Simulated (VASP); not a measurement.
# Ni (Fm-3m) in VASP: further runs

Aim: see how the results for Ni move with the level of theory and the settings. Levels: r2SCAN, PBE, BLYP+D3, BLYP+D3(BJ). Tasks: single point, relaxation of cell and atoms.

All numbers are computed with VASP 6.6.1; they aren't measurements. Logs are shortened: lines on timing, memory, paths and dates and some standing lists are left out, and cuts for length are marked.

## (1) The structure

It takes space group Fm-3m (No. 225, cubic). The conventional cell has a = 3.475 Å, b = 3.475 Å, c = 3.475 Å, α = 90.00°, β = 90.00°, γ = 90.00°. Ni (site symmetry m-3m) has 12 Ni at 2.46 Å as nearest neighbours.

## (2) Single point, r2SCAN, collinear spin, ferromagnetic start

INCAR

```
PREC     = Accurate       # precision mode
ENCUT    = 550            # plane-wave cutoff, eV
EDIFF    = 1E-7           # SCF threshold, eV
ISMEAR   = 1              # smearing method
SIGMA    = 0.1            # smearing width, eV
LREAL    = F              # projectors in reciprocal space
LASPH    = T              # aspherical terms in the spheres
NELM     = 100            # most SCF steps
ALGO     = Normal         # electronic algorithm
ISIF     = 2              # what is computed and relaxed
LWAVE    = F              # write WAVECAR
LCHARG   = F              # write CHGCAR
ISPIN    = 2              # spin polarisation
MAGMOM   = 1              # initial moments
LORBIT   = 11             # projections on sites
LMAXMIX  = 4              # l up to which the mixer works
METAGGA  = R2SCAN         # meta-GGA
LMIXTAU  = T            
ADDGRID  = F
```

KPOINTS

```
Automatic mesh
0
Gamma
  14 14 14
```

POSCAR

```
Ni
1.0
    0.0000000000      1.7375729330      1.7375729330
    1.7375729330      0.0000000000      1.7375729330
    1.7375729330      1.7375729330      0.0000000000
Ni
1
Direct
    0.0000000000      0.0000000000      0.0000000000
```

Potentials or basis: VASP PAW PBE potentials, release 64 (Ni).

Launch:

```console
cat potpaw_PBE.64/Ni/POTCAR > POTCAR
mpirun -np 1 vasp_std > vasp.out
```

OUTCAR:

```text
PREC = Accurate
   ENCUT = 550
   EDIFF = 1E-7
   ISMEAR = 1
   LREAL = F
   LASPH = T
   NELM = 100
   ISIF = 2
   ISPIN = 2
   LORBIT = 11
   METAGGA = R2SCAN

 Found    104 irreducible k-points:

 Following reciprocal coordinates:
            Coordinates               Weight
  0.000000  0.000000  0.000000      1.000000
  0.071429  0.000000  0.000000      8.000000
  0.142857  0.000000  0.000000      8.000000
  0.214286  0.000000  0.000000      8.000000
  0.285714  0.000000  0.000000      8.000000
  0.357143  0.000000  0.000000      8.000000
   k-points           NKPTS =    104   k-points in BZ     NKDIM =    104   number of bands    NBANDS=     10
   number of dos      NEDOS =    301   number of ions     NIONS =      1
   total plane-waves  NPLWV =   8000
   dimension x,y,z NGX =    20 NGY =   20 NGZ =   20
   dimension x,y,z NGXF=    40 NGYF=   40 NGZF=   40
   ions per type =               1
   NGX,Y,Z   is equivalent  to a cutoff of  13.53, 13.53, 13.53 a.u.
   NGXF,Y,Z  is equivalent  to a cutoff of  27.06, 27.06, 27.06 a.u.
 SYSTEM =  unknown system
   PREC   = accura    normal or accurate (medium, high low for compatibility)
   ISTART =      0    job   : 0-new  1-cont  2-samecut
   ICHARG =      2    charge: 1-file 2-atom 10-const
   ISPIN  =      2    spin polarized calculation?
   LNONCOLLINEAR =      F non collinear calculations
   LSORBIT =      F    spin-orbit coupling
   LASPH  =      T    aspherical Exc in radial PAW
   ENCUT  =  550.0 eV  40.42 Ry    6.36 a.u.   4.70  4.70  4.70*2*pi/ulx,y,z
   NELM   =    100;   NELMIN=  2; NELMDL= -5     # of ELM steps
   EDIFF  = 0.1E-06   stopping-criterion for ELM
   LREAL  =      F    real-space projection
   EDIFFG = 0.1E-05   stopping-criterion for IOM
   NSW    =      0    number of steps for IOM
   IBRION =     -1    ionic relax: 0-MD 1-quasi-New 2-CG
   NFREE  =      0    steps in history (QN), initial steepest desc. (CG)
   ISIF   =      2    stress and relaxation
   ISYM   =      2    0-nonsym 1-usesym 2-fastsym
   POTIM  = 0.5000    time-step for ionic-motion
   TEBEG  =    0.0;   TEEND  =   0.0 temperature during run
   PSTRESS=    0.0 pullay stress
   NELECT =      10.0000    total number of electrons
   NUPDOWN=      -1.0000    fix difference up-down
   EMIN   =  10.00;   EMAX   =-10.00  energy-range for DOS
   EFERMI =   0.00;   METHOD = LEGACY
   ISMEAR =     1;   SIGMA  =   0.10  broadening in eV -4-tet -1-fermi 0-gaus
   EFERMI_NEDOS =   21; number of points for ismear=-14 and -15
   IALGO  =     38    algorithm
   IMIX   =      4    mixing-type and parameters
     AMIX     =   0.40;   BMIX     =  1.00
     AMIX_MAG =   1.60;   BMIX_MAG =  1.00
  volume/ion in A,a.u.               =      10.49        70.80
  Fermi-wavevector in a.u.,A,eV,Ry     =   1.611097  3.044533 35.315755  2.595635
  Thomas-Fermi vector in A             =   2.706542
   LORBIT       =     11    0 simple, 1 ext, 2 COOP (PROOUT), +10 PAW based schemes
   METAGGA = R2SCAN    functional components
   LHFCALC =     F    Hartree Fock is set to
   AEXX    =    0.0000 exact exchange contribution
   IVDW    =     0    specifies the selected vdW correction
   LEPSILON=     F    determine dielectric tensor
   LRPA    =     F    only Hartree local field effects (RPA)
 spin polarized calculation
 Methfessel and Paxton  Order N= 1 SIGMA  =   0.10
  energy-cutoff  :      550.00
  volume of cell :       10.49
 maximum number of plane-waves:       331
   NGX =  9   NGY =  9   NGZ =  9

 number of electron      10.0000000 magnetization       1.0000000

 number of electron       9.9999999 magnetization       0.7505270

 Free energy of the ion-electron system (eV)
  ---------------------------------------------------
  ext. energy  EPLUGINS =         0.00000000
  ---------------------------------------------------
  free energy    TOTEN  =       -11.94255488 eV

  energy without entropy =      -11.94283221  energy(sigma->0) =      -11.94264732

 E-fermi :   9.8592     XC(G=0): -14.6381

 val. band max:        9.8038071526   @ k =  -0.2857   0.0714   0.0000
 cond. band min:       9.8642952773   @ k =   0.5000   0.3571   0.1429
 fundamental gap:      0.0604881248
 Fermi energy:         9.8592338266

 spin component 1

 k-point     1 :       0.0000    0.0000    0.0000
  band No.  band energies     occupation
      1       0.1713      1.00000
      2       6.7775      1.00000
      3       6.7776      1.00000
      4       6.7776      1.00000
      5       8.1296      1.00000
      6       8.1296      1.00000
      7      34.7005      0.00000
      8      39.1400      0.00000
      9      39.1400      0.00000
     10      39.1402      0.00000

 k-point     2 :       0.0714    0.0000    0.0000
  band No.  band energies     occupation
      1       0.3835      1.00000
      2       6.7247      1.00000
      3       6.8242      1.00000
      4       6.8242      1.00000
      5       8.1100      1.00000
      6       8.1100      1.00000
      7      33.9460      0.00000
      8      36.8742      0.00000
      9      38.6094      0.00000
     10      38.6095      0.00000

 k-point     3 :       0.1429    0.0000    0.0000
  band No.  band energies     occupation
      1       1.0027      1.00000
      2       6.5939      1.00000
      3       6.9367      1.00000
      4       6.9368      1.00000
      5       8.0774      1.00000
      6       8.0774      1.00000
      7      30.7922      0.00000
      8      35.7613      0.00000
      9      37.7576      0.00000
     10      37.7578      0.00000

 k-point     4 :       0.2143    0.0000    0.0000
  band No.  band energies     occupation
      1       1.9626      1.00000
      2       6.4748      1.00000
      3       7.0319      1.00000
      4       7.0320      1.00000
      5       8.1086      1.00000
      6       8.1087      1.00000
      7      26.9250      0.00000
      8      35.1810      0.00000
      9      37.0471      0.00000
     10      37.0472      0.00000

 k-point     5 :       0.2857    0.0000    0.0000
  band No.  band energies     occupation
      1       3.0785      1.00000
      2       6.5648      1.00000
      3       7.0296      1.00000
      4       7.0297      1.00000
      5       8.2674      1.00000
      6       8.2675      1.00000
      7      23.1900      0.00000
      8      34.4753      0.00000
      9      36.5495      0.00000
     10      36.5496      0.00000

 k-point     6 :       0.3571    0.0000    0.0000
  band No.  band energies     occupation
      1       3.9333      1.00000
      2       6.9566      1.00000
      3       6.9567      1.00000
      4       7.2413      1.00000
      5       8.4970      1.00000
      6       8.4971      1.00000
      7      19.7908      0.00000
      8      33.7856      0.00000
      9      36.2614      0.00000
     10      36.2615      0.00000

 [... further k-points ...]

 spin component 2

 k-point     1 :       0.0000    0.0000    0.0000
  band No.  band energies     occupation
      1      -0.0860      1.00000
      2       8.1472      1.00000
      3       8.1472      1.00000
      4       8.1472      1.00000
      5       8.9167      1.00000
      6       8.9167      1.00000
      7      34.4451      0.00000
      8      39.2556      0.00000
      9      39.2558      0.00000
     10      39.2558      0.00000

 k-point     2 :       0.0714    0.0000    0.0000
  band No.  band energies     occupation
      1       0.1280      1.00000
      2       8.0792      1.00000
      3       8.1961      1.00000
      4       8.1962      1.00000
      5       8.8968      1.00000
      6       8.8968      1.00000
      7      33.8059      0.00000
      8      36.9534      0.00000
      9      38.7705      0.00000
     10      38.7706      0.00000

 k-point     3 :       0.1429    0.0000    0.0000
  band No.  band energies     occupation
      1       0.7555      1.00000
      2       7.9021      1.00000
      3       8.2844      1.00000
      4       8.2845      1.00000
      5       8.8947      1.00000
      6       8.8948      1.00000
      7      30.8987      0.00000
      8      35.6707      0.00000
      9      37.9654      0.00000
     10      37.9654      0.00000

 k-point     4 :       0.2143    0.0000    0.0000
  band No.  band energies     occupation
      1       1.7448      1.00000
      2       7.6946      1.00000
      3       8.2571      1.00000
      4       8.2572      1.00000
      5       9.0599      1.00000
      6       9.0600      1.00000
      7      27.1283      0.00000
      8      35.0786      0.00000
      9      37.2859      0.00000
     10      37.2859      0.00000

 k-point     5 :       0.2857    0.0000    0.0000
  band No.  band energies     occupation
      1       2.9708      1.00000
      2       7.5931      1.00000
      3       8.1144      1.00000
      4       8.1144      1.00000
      5       9.3752      1.00000
      6       9.3753      1.00000
      7      23.4752      0.00000
      8      34.3762      0.00000
      9      36.8100      0.00000
     10      36.8100      0.00000

 k-point     6 :       0.3571    0.0000    0.0000
  band No.  band energies     occupation
      1       4.1434      1.00000
      2       7.8349      1.00000
      3       7.9575      1.00000
      4       7.9576      1.00000
      5       9.7064      1.02637
      6       9.7065      1.02641
      7      20.1869      0.00000
      8      33.6818      0.00000
      9      36.5371      0.00000
     10      36.5371      0.00000

 [... further k-points ...]

------------------------ aborting loop because EDIFF is reached ----------------------------------------

  FORCE on cell =-STRESS in cart. coord.  units (eV):
  Direction    XX          YY          ZZ          XY          YZ          ZX
  --------------------------------------------------------------------------------------
  -------------------------------------------------------------------------------------
  Total        0.0737014      0.0737014      0.0737014     -0.0000000      0.0000000      0.0000000
  in kB       11.2545305     11.2545305     11.2545305     -0.0000000      0.0000000      0.0000000
  external PRESSURE =      11.2545305 kB  Pullay stress =       0.0000000 kB

 VOLUME and BASIS-vectors are now :
 -----------------------------------------------------------------------------
  energy-cutoff  :      550.00
  volume of cell :       10.49
      direct lattice vectors                 reciprocal lattice vectors
     0.000000000  1.737572933  1.737572933    -0.287757705  0.287757705  0.287757705
     1.737572933  0.000000000  1.737572933     0.287757705 -0.287757705  0.287757705
     1.737572933  1.737572933  0.000000000     0.287757705  0.287757705 -0.287757705

 POSITION                                       TOTAL-FORCE (eV/Angst)
 -----------------------------------------------------------------------------------
      0.00000      0.00000      0.00000        -0.000000     -0.000000     -0.000000
 -----------------------------------------------------------------------------------
    total drift:                               -0.000000     -0.000000     -0.000000

  FREE ENERGIE OF THE ION-ELECTRON SYSTEM (eV)
  ---------------------------------------------------
  free  energy   TOTEN  =       -11.9425548753 eV

  energy  without entropy=      -11.9428322142  energy(sigma->0) =      -11.94264732

 total charge

# of ion       s       p       d       tot
------------------------------------------
    1        0.532   0.553   8.327   9.412

 magnetization (x)

# of ion       s       p       d       tot
------------------------------------------
    1       -0.009  -0.044   0.822   0.769
```

Run time: 95 s. Hardware: 1 thread of AMD EPYC 9R45 (Zen 5), shared host; peak memory 0.11 GiB.

These settings aren't checked as converged: the numbers below hold their error.

Results:

- Free energy: -11.9426 eV
- Pressure: 1.1 GPa
- Band gap on the k mesh: none (metal or under the smearing width)
- Net moment: 0.75 μB per cell
- Site moments: Ni +0.77 μB
- Valence electrons inside the program's atomic spheres: Ni 9.41

Caveat: the PAW data sets were made with another functional, which shifts forces and pressure a little.

## (3) Single point, r2SCAN, collinear spin, ferromagnetic start

INCAR: that of step 2 with these lines changed.

```diff
@@ -1,3 +1,3 @@
 PREC     = Accurate       # precision mode
-ENCUT    = 550            # plane-wave cutoff, eV
+ENCUT    = 900            # plane-wave cutoff, eV
 EDIFF    = 1E-7           # SCF threshold, eV
```

KPOINTS

```
Automatic mesh
0
Gamma
  12 12 12
```

POSCAR is that of step 2.

Potentials or basis: VASP PAW PBE potentials, release 64 (Ni).

Launch:

```console
cat potpaw_PBE.64/Ni/POTCAR > POTCAR
mpirun -np 1 vasp_std > vasp.out
```

Run time: 92 s. Hardware: 1 thread of AMD EPYC 9R45 (Zen 5), shared host; peak memory 0.14 GiB.

These settings aren't checked as converged: the numbers below hold their error.

Results:

```yaml
Free_energy: -11.9515 eV
Pressure: 0.7 GPa
Band_gap_on_the_k_mesh: none (metal or under the smearing width)
Net_moment: 0.72 μB per cell
Site_moments: Ni +0.74 μB
Valence_electrons_inside_the_program's_atomic_spheres: Ni 9.41
```

Caveat: the PAW data sets were made with another functional, which shifts forces and pressure a little.

## (4) Single point, PBE, collinear spin, ferromagnetic start

INCAR

```
SYSTEM = Ni
ALGO = Normal
EDIFF = 1E-7
ENCUT = 520
GGA = PE
ISIF = 2
ISMEAR = 0
ISPIN = 2
LASPH = .TRUE.
LCHARG = .TRUE.
LELF = .TRUE.
LMAXMIX = 4
LORBIT = 11
LREAL = .FALSE.
LVHAR = .TRUE.
LWAVE = .FALSE.
MAGMOM = 1
NBANDS = 15
NELM = 150
PREC = Accurate
SIGMA = 0.026000000000000002
```

KPOINTS

```
k-points
0
G
  13 13 13
  0 0 0
```

POSCAR is that of step 3.

Launch:

```console
cat potpaw_PBE.64/Ni/POTCAR > POTCAR
mpirun -np 1 vasp_std > vasp.out
```

It took 13 s on 1 thread of Intel Xeon 6975P-C (Granite Rapids), shared host; peak memory 0.13 GiB.

The run converged. Its results:

```yaml
Free_energy: -5.4646 eV
Pressure: 7.8 GPa
Band_gap_on_the_k_mesh: none (metal or under the smearing width)
Net_moment: 0.62 μB per cell
Site_moments: Ni +0.63 μB
Valence_electrons_inside_the_program's_atomic_spheres: Ni 9.38
```

Levels at points of the mesh, in eV from the Fermi level:
Spin up:
```
           k point  band 1  band 2  band 3  band 4  band 5  band 6  band 7  band 8  band 9  band 10
(0.00, 0.00, 0.00)   -9.29   -2.55   -2.55   -2.55   -1.30   -1.30   24.01   28.16   28.16    28.16
```
Spin down:
| k point | band 1 | band 2 | band 3 | band 4 | band 5 | band 6 | band 7 | band 8 | band 9 | band 10 |
| --- | --- | --- | --- | --- | --- | --- | --- | --- | --- | --- |
| (0.00, 0.00, 0.00) | -9.31 | -1.80 | -1.80 | -1.80 | -0.73 | -0.73 | 23.86 | 28.14 | 28.14 | 28.14 |

## (5) Relaxation of cell and atoms, BLYP+D3, collinear spin, ferromagnetic start

INCAR

```
PREC = Accurate
ENCUT = 600
EDIFF = 1E-6
ISMEAR = -1
SIGMA = 0.05
LREAL = False
LASPH = True
NELM = 150
ALGO = Fast
ISIF = 3
LWAVE = False
LCHARG = False
ISPIN = 2
MAGMOM = 1
LORBIT = 11
LMAXMIX = 4
GGA = B5
ALDAX = 1.0
AGGAX = 1.0
AGGAC = 1.0
ALDAC = 0.0
IVDW = 11
VDW_S6 = 1.0
VDW_S8 = 1.682
VDW_SR = 1.094
VDW_SR8 = 1.0
IBRION = 2
NSW = 40
EDIFFG = -0.02
```

KPOINTS

```
Automatic mesh
0
Gamma
  13 13 13
```

POSCAR is that of step 4.

Launch:

```console
cat potpaw_PBE.64/Ni/POTCAR > POTCAR
mpirun -np 1 vasp_std > vasp.out
```

It took 26 s on 1 thread of Intel Xeon 6975P-C (Granite Rapids), shared host; peak memory 0.16 GiB.

Results (log left out):

```
Free energy                                           : -5.3728 eV
Relaxed volume                                        : 10.59 Å³/atom
Relaxed cell                                          : a = 2.465 Å, b = 2.465 Å, c = 2.465 Å, α = 60.00°, β = 60.00°, γ = 60.00°
Space group after relaxing (to 0.05 Å)                : Fm-3m (No. 225)
Energy gained by relaxing                             : 0.6 meV/atom
Ionic steps                                           : 3
Pressure after relaxing                               : 0.0 GPa
Band gap on the k mesh                                : none (metal or under the smearing width)
Net moment                                            : 0.61 μB per cell
Site moments                                          : Ni +0.62 μB
Valence electrons inside the program's atomic spheres : Ni 9.40
Dispersion energy per atom                            : -0.795 eV
```

Step by step:
```
step  energy change (eV)  largest force (eV/Å)  pressure (GPa)  volume (Å³)
   1              0.0000                0.0000            1.90        10.49
   2             -0.0001                0.0000           -1.77        10.68
   3             -0.0006                0.0000            0.02        10.59
```

Final structure:
```
CELL_PARAMETERS angstrom
0.00000 1.74292 1.74292
1.74292 0.00000 1.74292
1.74292 1.74292 0.00000
ATOMIC_POSITIONS crystal
Ni 0.00000 0.00000 0.00000
```

Levels at points of the mesh, in eV from the Fermi level:
Spin up:
| k point | band 1 | band 2 | band 3 | band 4 | band 5 | band 6 | band 7 | band 8 | band 9 | band 10 |
| --- | --- | --- | --- | --- | --- | --- | --- | --- | --- | --- |
| (0.00, 0.00, 0.00) | -9.04 | -2.49 | -2.49 | -2.49 | -1.28 | -1.28 | 24.31 | 28.11 | 28.11 | 28.11 |
Spin down:
```tsv
k point	band 2	band 3	band 4	band 5	band 6	band 7	band 8	band 9
(0.00, 0.00, 0.00)	-1.77	-1.77	-1.77	-0.73	-0.73	24.20	28.12	28.12
```

Caveat: the PAW data sets were made with another functional, which shifts forces and pressure a little; pairwise dispersion overbinds metals, which lowers pressure and volume.

[end of part 1 of 2]
